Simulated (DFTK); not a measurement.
Zn under changes of volume

One of the cells (15.330 Å³/atom); the others are scaled copies at fixed shape and fractional positions:

```
Zn
1.0
     2.67000    0.00000    0.00000
    -1.33500    2.31229    0.00000
     0.00000    0.00000    4.96600
Zn
2
Direct
  0.66667 0.33333 0.75000
  0.33333 0.66667 0.25000
```

| Quantity | Value |
| --- | --- |
| Program | DFTK 0.8.2 |
| Functional | PBEsol |
| Potentials or basis | SG15 1.2 (PBE) |
| Cutoff | 1225 eV |
| k mesh | 7 × 7 × 4 |
| Occupations | fermi-dirac, width 0.05 eV |
| Spin | no spin polarisation |

```tsv
volume (Å³/atom)	energy over the lowest point (meV/atom)	pressure (GPa)
14.410	0.00	-2.0
14.716	5.40	-3.8
15.023	13.90	-5.3
15.330	25.07	-6.6
15.636	38.61	-7.7
15.943	?	?
16.249	71.55	-9.5
```

Q: What does the run at 15.943 Å³/atom give?

A: Energy over the lowest point 54.20 meV/atom; pressure -8.7 GPa.

Worked out: A Birch-Murnaghan fit of order 3 (a polynomial in V^(-2/3)) to the other rows has its minimum at 14.11 Å³/atom, just outside them, with B0 = V·E''(V) = 96 GPa and B' = 5.1 at fixed shape and positions, which overstates the stiffness. It gives 54.21 meV/atom at 15.943 Å³/atom, against the run's 54.20, and -dE/dV = -8.6 GPa, against -8.7.

Energies are extrapolated to zero smearing.

Caveats: all runs use coarse meshes; the minimum lies outside the volumes run; the potentials were made for another functional, which shifts forces and pressure.
